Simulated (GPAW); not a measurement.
Crystal: ZnS (Wurtzite-4H).

```xyz
8
Lattice="3.8227 0.0000 0.0000 -1.9114 3.3106 0.0000 0.0000 0.0000 12.5200" Properties=species:S:1:pos:R:3 pbc="T T T"
Zn    1.9114    1.1035    9.3900
Zn    0.0000    2.2070    3.1300
Zn    0.0000    0.0000    6.2600
Zn    0.0000    0.0000    0.0000
S     1.9114    1.1035   11.7375
S     0.0000    2.2070    5.4775
S     0.0000    0.0000    8.6075
S     0.0000    0.0000    2.3475
```

Base run:

| Property | Result |
| --- | --- |
| Program | GPAW 26.7.0 |
| Functional | PBEsol |
| Potentials or basis | PAW data sets generated in the run's folder for this functional |
| Cutoff | 600 eV |
| Basis | pw |
| k mesh | 5 × 5 × 2 |
| Occupations | fermi-dirac, width 0.05 eV |
| Spin | no spin polarisation |

Its results: band gap on the k mesh 1.98 eV, direct; pressure -2.2 GPa; largest force 0.043 eV/Å.

The run is repeated on the same cell with these changes: functional from PBEsol to PBE; potentials or basis from PAW data sets generated in the run's folder for this functional to GPAW PAW data sets (gpaw-data 1.2.1). What comes out?

Band gap on the k mesh 2.12 eV, direct; pressure 1.4 GPa; largest force 0.047 eV/Å.
